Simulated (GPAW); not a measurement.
Runs of GPAW 26.7.0 on Sb. Symmetry: Pm-3m, No. 221, cubic system. The conventional cell has a = 3.160 Å, b = 3.160 Å, c = 3.160 Å, α = 90.00°, β = 90.00°, γ = 90.00°. Sb (site symmetry m-3m) has 6 Sb at 3.16 Å as nearest neighbours. This isn't the form of Sb at room conditions, which is rhombohedral.

| task | level | potentials or basis | cell | k mesh | cutoff (eV) | maxiter | optimizer | fmax | max steps | convergence | gap on the mesh (eV) | pressure (GPa) | relaxed volume (Å³/atom) |
| --- | --- | --- | --- | --- | --- | --- | --- | --- | --- | --- | --- | --- | --- |
| relaxation of cell and atoms | PBEsol+D3(BJ) | PAW data sets generated in the run's folder for this functional, pw | relaxed | 8 × 8 × 8 | 600 | 150 | BFGS | 0.02 eV/Å | 60 | density=1e-05 forces=0.0001 | none | -0.1 | 27.60 |
| relaxation of cell and atoms | PBEsol+D3(BJ)+ATM | PAW data sets generated in the run's folder for this functional, pw | relaxed | 8 × 8 × 8 | 600 | 150 | BFGS | 0.02 eV/Å | 60 | density=1e-05 forces=0.0001 | none | -0.1 | 27.72 |
| relaxation of cell and atoms | PBEsol | PAW data sets generated in the run's folder for this functional, pw | relaxed | 8 × 8 × 8 | 600 | 150 | BFGS | 0.02 eV/Å | 60 | density=1e-05 forces=0.0001 | none | 0.0 | (a) |
| single point | r2SCAN | GPAW PAW data sets (gpaw-data 1.2.1), pw | as given | 7 × 7 × 7 | 500 | 120 | - | - | - | default | none | -4.4 | - |
| relaxation of cell and atoms | PBEsol+D4 | PAW data sets generated in the run's folder for this functional, pw | relaxed | 8 × 8 × 8 | 600 | 150 | BFGS | 0.02 eV/Å | 60 | density=1e-05 forces=0.0001 | none | 0.0 | (b) |
| relaxation of cell and atoms | PBEsol+D3 | PAW data sets generated in the run's folder for this functional, pw | relaxed | 8 × 8 × 8 | 600 | 150 | BFGS | 0.02 eV/Å | 60 | density=1e-05 forces=0.0001 | none | 0.0 | 28.35 |

Alike in all rows: no spin polarisation; smearing fermi-dirac 0.05 eV.

Question: Estimate the missing entries.

Answer: (a) 28.75; (b) 28.05.

Caveats: later steps reuse the first step's grids (some runs); pairwise dispersion overbinds metals, which lowers pressure and volume (some runs); the cutoff is short for stress and forces, so pressures can be off by a GPa or more (some runs); the PAW data sets were made with another functional, which shifts forces and pressure a little (some runs).

A k mesh can miss the band edges, and the runs leave out spin-orbit coupling on Sb.

A gap of «none» marks a metal or a gap under the smearing width.
